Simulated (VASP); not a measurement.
Wanted: the native input for a VASP 6.6.1 run.

```yaml
Task: relaxation of cell and atoms
Functional: LDA
Potentials_or_basis: VASP PAW LDA potentials, release 64 (O, C)
Cutoff: 600 eV
k_mesh: 8 × 8 × 8
Occupations: gaussian, width 0.02 eV
Spin: no spin polarisation
Ladder: gaps
Further_INCAR_settings: ALGO = Fast; EDIFF = 1e-07; IBRION = 2; EDIFFG = -0.02; NSW = 60; ISIF = 3
```

The structure of CO2 lies in POSCAR:

```
CO2
1.0
   -1.9747270000      1.9747270000      3.0140580000
    1.9747270000     -1.9747270000      3.0140580000
    1.9747270000      1.9747270000     -3.0140580000
O C
4 2
Direct
    0.8750000000      0.9597980000      0.5847980000
    0.3750000000      0.2902020000      0.4152020000
    0.0402020000      0.6250000000      0.9152020000
    0.7097980000      0.1250000000      0.0847980000
    0.0000000000      0.0000000000      0.0000000000
    0.7500000000      0.2500000000      0.5000000000
```

The cell comes from a database or a generator and needn't be the stable form of this composition.

These files were run (other wordings do the same):

INCAR

```
SYSTEM = CO2
ALGO = Fast
EDIFF = 1E-7
EDIFFG = -0.02
ENCUT = 600
GGA = CA
IBRION = 2
ISIF = 3
ISMEAR = 0
KPAR = 2
LASPH = .True.
LCHARG = .False.
LREAL = .False.
LWAVE = .False.
NELM = 80
NSW = 60
PREC = Accurate
SIGMA = 0.02
```

KPOINTS

```
k-points
0
Gamma
  8 8 8
  0 0 0
```

Potentials or basis: VASP PAW LDA potentials, release 64 (O, C).

The run is started by

```bash
$ cat potpaw_LDA.64/O/POTCAR potpaw_LDA.64/C/POTCAR > POTCAR
$ mpirun -np 2 vasp_std > vasp.out
```

It gave:

The relaxed volume is 7.38 Å³/atom, the relaxed cell is a = 4.026 Å, b = 4.026 Å, c = 4.026 Å, α = 122.52°, β = 122.52°, γ = 85.68° and the space group after relaxing (to 0.05 Å) is I-42d (No. 122). The energy gained by relaxing is 16.1 meV/atom. The ionic steps are 10. The pressure after relaxing is -0.1 GPa and the band gap on the k mesh is 7.49 eV, indirect (least direct gap 7.96 eV).

It took 5.1 min on 2 MPI ranks on AMD EPYC 7R13 Processor (Zen 3), with other jobs on the host, peak memory 0.18 GiB a rank.
